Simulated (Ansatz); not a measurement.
Fe: from the end of a run back to its start

Fe is taken as a measured crystal structure (space group Fm-3m, primitive cell doubled), 2 atoms in the cell. Source: COD entry 9015105; the sample's temperature and pressure aren't taken into account, and it need not be the stable phase.

```
CELL_PARAMETERS angstrom
3.49800 1.74900 1.74900
1.74900 3.49800 1.74900
1.74900 1.74900 3.49800
ATOMIC_POSITIONS crystal
Fe 0.00000 0.00000 0.00000
Fe 0.50000 0.50000 0.50000
```

Site labels below count the atoms in this order, from 1.

All numbers below come from DFT, PBE, PAW, plane waves, scalar-relativistic in Ansatz.

- Plane-wave cutoff: 420 eV
- k-point mesh: 12×12×12 (Γ-centred)
- Occupations: Gaussian smearing, 0.1 eV

The total moment includes the space between the atomic spheres.

Plain SCF: the run stops at the first self-consistent solution. Ends within 0.2 meV/atom and 0.1 μB count as one state.

One run gave this history:

```json
{"iteration": "1", "Harris–Foulkes energy + 8960 (eV)": "0.1930", "largest residual (eV)": "3.44e+00", "M (μB)": "0.00", "absolute moment (μB)": "5.20"}
{"iteration": "2", "Harris–Foulkes energy + 8960 (eV)": "0.0291", "largest residual (eV)": "2.13e+00", "M (μB)": "0.00", "absolute moment (μB)": "4.99"}
{"iteration": "3", "Harris–Foulkes energy + 8960 (eV)": "-0.9185", "largest residual (eV)": "1.57e+00", "M (μB)": "0.00", "absolute moment (μB)": "3.86"}
{"iteration": "4", "Harris–Foulkes energy + 8960 (eV)": "-0.6153", "largest residual (eV)": "9.36e-02", "M (μB)": "0.00", "absolute moment (μB)": "3.35"}
{"iteration": "5", "Harris–Foulkes energy + 8960 (eV)": "-0.6686", "largest residual (eV)": "1.15e-02", "M (μB)": "0.00", "absolute moment (μB)": "2.71"}
{"iteration": "6", "Harris–Foulkes energy + 8960 (eV)": "-0.6776", "largest residual (eV)": "2.35e-03", "M (μB)": "0.00", "absolute moment (μB)": "2.49"}
{"iteration": "7", "Harris–Foulkes energy + 8960 (eV)": "-0.6785", "largest residual (eV)": "6.86e-04", "M (μB)": "0.00", "absolute moment (μB)": "2.38"}
{"iteration": "8", "Harris–Foulkes energy + 8960 (eV)": "-0.6787", "largest residual (eV)": "3.41e-05", "M (μB)": "0.00", "absolute moment (μB)": "2.40"}
{"iteration": "9", "Harris–Foulkes energy + 8960 (eV)": "-0.6787", "largest residual (eV)": "2.37e-06", "M (μB)": "0.00", "absolute moment (μB)": "2.39"}
{"iteration": "10", "Harris–Foulkes energy + 8960 (eV)": "-0.6787", "largest residual (eV)": "1.18e-07", "M (μB)": "0.00", "absolute moment (μB)": "2.39"}
{"iteration": "11", "Harris–Foulkes energy + 8960 (eV)": "-0.6787", "largest residual (eV)": "9.91e-09", "M (μB)": "0.00", "absolute moment (μB)": "2.39"}
```

It ended antiferromagnetic, site moments Fe1 1.16, Fe2 -1.16 μB, total 0.00 μB per cell, no gap on the k-mesh.

Question: These set-ups ended in different states. Which one gave the run above?
A. opposed moments +-, plain SCF [Fe1 4.00, Fe2 -4.00 μB]
B. a moment on one site alone, plain SCF [Fe2 4.00 μB]
C. spin on, no moments given (the program may seed its own), plain SCF
D. parallel moments, plain SCF [Fe1 4.00, Fe2 4.00 μB]

Answer: A. The others ended as follows, with energies against this run: “parallel moments, plain SCF” ferromagnetic, -6.9 meV/atom; “a moment on one site alone, plain SCF” ferrimagnetic, +5.0 meV/atom; “spin on, no moments given (the program may seed its own), plain SCF” non-magnetic, +19.2 meV/atom.
